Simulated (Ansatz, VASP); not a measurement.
One calculation of SnSe, two programs

```
CELL_PARAMETERS angstrom
0.00000 3.08525 3.08525
3.08525 0.00000 3.08525
3.08525 3.08525 0.00000
ATOMIC_POSITIONS crystal
Sn 0.00000 0.00000 0.00000
Se 0.50000 0.50000 0.50000
```

Alike in both runs: task single point; functional PBE; dispersion D3(BJ); k mesh 10 × 10 × 10; occupations gaussian, width 0.02 eV; no spin polarisation.

```csv
,VASP,Ansatz
version,VASP 6.6.1,Ansatz 0.2.0
potentials or method,"VASP PAW PBE potentials, release 64 (Sn_d, Se)","scalar-relativistic, plane waves, PAW"
plane-wave cutoff (eV),520,420
valence electrons in the cell,20,30
```

|  | VASP | Ansatz | Ansatz less VASP |
| --- | --- | --- | --- |
| gap on the k mesh at the Fermi level (eV) | 0.28 | 0.28 | -0.001 |
| least direct gap on the mesh (eV) | 0.28 | 0.28 | -0.001 |
| pressure (GPa) | -3.6 | -3.6 | +0.02 |

The two sets of potentials don't hold the same shells in valence. Ansatz warned: «dispersion_switch_in_reach».

Caveats: spin-orbit coupling is left out, which moves the levels of the heavy elements.
